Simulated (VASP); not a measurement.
Here is a VASP 6.6.1 calculation.

File INCAR:

```
SYSTEM = MgI2
PREC = Accurate
ENCUT = 520
EDIFF = 1E-8
ISMEAR = 0
SIGMA = 0.02
LREAL = .FALSE.
LASPH = .TRUE.
NELM = 60
ALGO = Normal
ISIF = 2
LWAVE = .FALSE.
LCHARG = .FALSE.
GGA = PS
LEPSILON = .TRUE.
IBRION = 8
KPAR = 4
```

KPOINTS

```
regular mesh
0
G
  8 8 4
  0 0 0
```

The input POSCAR:

```
MgI2
1.0
    4.1400000000      0.0000000000      0.0000000000
   -2.0700000000      3.5853451717      0.0000000000
    0.0000000000      0.0000000000      6.8800000000
I Mg
2 1
Direct
    0.6666666667      0.3333333333      0.7500000000
    0.3333333333      0.6666666667      0.2500000000
    0.0000000000      0.0000000000      0.0000000000
```

Potentials or basis: VASP PAW PBE potentials, release 64 (I, Mg).

Launch:

```console
$ cat potpaw_PBE.64/I/POTCAR potpaw_PBE.64/Mg/POTCAR > POTCAR
$ mpirun -np 4 vasp_std > vasp.out
```

(1) Predict the electronic dielectric tensor (diagonal).

(2) Estimate the Born charges (mean of the diagonal).

(3) Estimate the highest phonon frequency at Γ, LO-TO splitting left out.

Answers

(1) 4.60, 4.60, 4.18.

(2) I -1.11; Mg +2.23 e.

(3) 256 cm⁻¹.
